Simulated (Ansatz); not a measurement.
# Ag: pressure against volume per atom

Equation of state of a cubic crystal from periodic Kohn-Sham density functional theory without spin; pressure corrected for the finite basis. The results are calculated, by Ansatz 0.2.0 development build.

Cell of the first row (space group Im-3m, No. 229):
```
Ag
1.0
     -1.6173     1.6173     1.6173
      1.6173    -1.6173     1.6173
      1.6173     1.6173    -1.6173
Ag
1
Direct
  0.00000 0.00000 0.00000
```

Settings of every row: formula Ag; structure type bcc; functional PBE; spin treatment none; k mesh 16x16x16; occupation method fermi-dirac; occupation width 0.061225619 eV; wave cutoff 700 eV; datasets hard PAW; density cutoff ratio 4.

Limits: a cubic model structure, not a phase known at ambient conditions; modest k-mesh, values are not fully converged in k; the SCF threshold is loose for a stress in some rows.

| row | volume per atom (Å³) | pressure (GPa) | energy above lowest point (meV/atom) |
| --- | --- | --- | --- |
| 1 | 16.92 | 6.484 | 20.67 |
| 2 | 17.28 | 4.057 | 8.89 |
| 3 | 17.64 | 1.935 | 2.21 |
| 4 | 18 | ? | ? |
| 5 | 18.36 | -1.559 | 1.71 |
| 6 | 18.72 | -2.994 | 6.86 |
| 7 | 19.08 | -4.254 | 15.03 |

Question: what pressure should row 4 give?

Worked fit of pressure. Take u = (V_r/V)^(2/3) − 1 with V_r = 18 Å³ an atom, which is twice the finite (Eulerian) strain; such expansions in the strain, on which the Birch-Murnaghan equation of state is built, carry the rest volume and the bulk modulus. The shown rows have u = 0.04211, 0.02759, 0.01356, -0.01311, -0.02581, -0.0381. Least squares give pressure = 0.0728 + 130.608 × u + 478.75 × u² + 829 × u³ GPa; a parabola predicts inner rows, each left out in turn, worse (root mean square 0.019 against 0.0017 GPa). The rows lie off it by 0.000, -0.001, 0.001, 0.000, 0.000, 0.000. The pressure vanishes at u = -0.0006, or V = 18.02 Å³ an atom, and there the bulk modulus at fixed shape and fractions is B = −V dP/dV = (2/3)(1 + u) dP/du = 86.7 GPa. The withheld row has u = 0, so the fit gives 0.0728 + 130.608 × (0) + 478.75 × (0)² + 829 × (0)³ = 0.073 GPa.

The calculation gave 0.075 GPa. The fit lies 0.002 GPa (2.7 % of the value, 0.019 % of the column's range) below it; its largest miss of a shown row is 0.001 GPa.

The other values of row 4: energy above lowest point 0 meV/atom.
